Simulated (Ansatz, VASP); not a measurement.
## Tc: VASP beside Ansatz

```
CELL_PARAMETERS angstrom
0.00000 1.95000 1.95000
1.95000 0.00000 1.95000
1.95000 1.95000 0.00000
ATOMIC_POSITIONS crystal
Tc 0.00000 0.00000 0.00000
```

This isn't the form of Tc at room conditions, which is hcp.

Alike in both runs: functional RPBE; k mesh 9 × 9 × 9; occupations fermi-dirac, width 0.1 eV; non-collinear spin.

```csv
,VASP,Ansatz
version,VASP 6.6.1,Ansatz 0.2.0
potentials or method,"VASP PAW PBE potentials, release 64 (Tc_pv), cutoff 520 eV","all-electron LAPW, scalar-relativistic"
task,single point,band structure
```

Ansatz gave:

* gap on the k mesh at the Fermi level (eV): none
* pressure (GPa): -2.4
* net moment per atom (μB): 0.00

Problem. What did VASP give for the same quantities?

Solution. gap on the k mesh at the Fermi level (eV): none; pressure (GPa): -3.3; net moment per atom (μB): 0.00.

A gap of «none» marks a metal or a gap that the smearing closes. Ansatz ran all-electron here, so the differences hold the error of VASP's frozen core and of both bases.

Caveats: the PAW data sets were made with another functional, which shifts forces and pressure a little (VASP); the k mesh is thin for a metal, which can move the energy by tens of meV per atom (Ansatz); the starting moments weren't kept (Ansatz).
